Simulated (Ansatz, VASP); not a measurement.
Given: the input of a run of Ansatz 0.2.0 on ZnO (zincite).

Contents of input.yaml:

```yaml
crystal:
  lattice:
    - [3.2708272232, 0.0, 0.0]
    - [-1.6354136116, 2.8326194666, 0.0]
    - [0.0, 0.0, 5.2401848988]
  atoms:
    - { symbol: Zn, position: [0.6666666667, 0.3333333333, 0.0] }
    - { symbol: Zn, position: [0.3333333333, 0.6666666667, 0.5] }
    - { symbol: O, position: [0.3333333333, 0.6666666667, 0.87901] }
    - { symbol: O, position: [0.6666666667, 0.3333333333, 0.37901] }
hamiltonian:
  xc: pbe
  pseudopotentials: { kind: paw }
kpoints:
  mp_grid: { grid: [9, 9, 5] }
scf:
  occupations: { method: fermi_dirac, width: 0.05 }
output:
  forces: true
  stress: true
  eigenvalues: true
```

Potentials or basis: Ansatz PAW.

Run with:

```sh
$ ansatz run input.yaml --threads 1 --pin off --max-ram 3584MiB --backend cpu --events-out ev --progress --plain --runs-dir out
```

Translate it to VASP 6.6.1. Potentials there: VASP PAW PBE potentials, release 64 (Zn, O).

As run (the cutoff follows the program's own potentials):

Contents of INCAR:

```
  ALGO = Normal
  EDIFF = 1E-7
  ENCUT = 520
  GGA = PE
  ISIF = 2
  ISMEAR = -1
  LASPH = T
  LCHARG = F
  LREAL = F
  LWAVE = F
  NBANDS = 26
  NELM = 100
  PREC = Accurate
  SIGMA = 0.05
```

Contents of KPOINTS:

```
k-points
0
Gamma
  9 9 5
```

Contents of POSCAR:

```
ZnO
1.0
    3.2708272232      0.0000000000      0.0000000000
   -1.6354136116      2.8326194666      0.0000000000
    0.0000000000      0.0000000000      5.2401848988
Zn O
2 2
Direct
    0.6666666667      0.3333333333      0.0000000000
    0.3333333333      0.6666666667      0.5000000000
    0.3333333333      0.6666666667      0.8790100000
    0.6666666667      0.3333333333      0.3790100000
```

Potentials or basis: VASP PAW PBE potentials, release 64 (Zn, O).

Launch:

```sh
$ cat potpaw_PBE.64/Zn/POTCAR potpaw_PBE.64/O/POTCAR > POTCAR
$ mpirun -np 1 vasp_std > vasp.out
```

Both were run:

|  | VASP | Ansatz | Ansatz less VASP |
| --- | --- | --- | --- |
| gap on the k mesh at the Fermi level (eV) | 0.76 | 0.78 | +0.016 |
| least direct gap on the mesh (eV) | 0.76 | 0.78 | +0.016 |
| pressure (GPa) | 3.0 | 2.1 | -0.93 |
| largest component of the traceless stress (GPa) | 1.11 | 1.07 | -0.040 |
| rms of the force components (eV/Å) | 0.039 | 0.036 | -0.0023 |

Atom by atom the forces differ by 0.002 eV/Å (rms over components).

Caveats: odd divisions of the mesh miss points on the zone boundary, where band edges often lie, so the gap on the mesh can be too wide (Ansatz); the pressure holds a Pulay correction of +0.7 GPa for the finite cutoff (Ansatz).
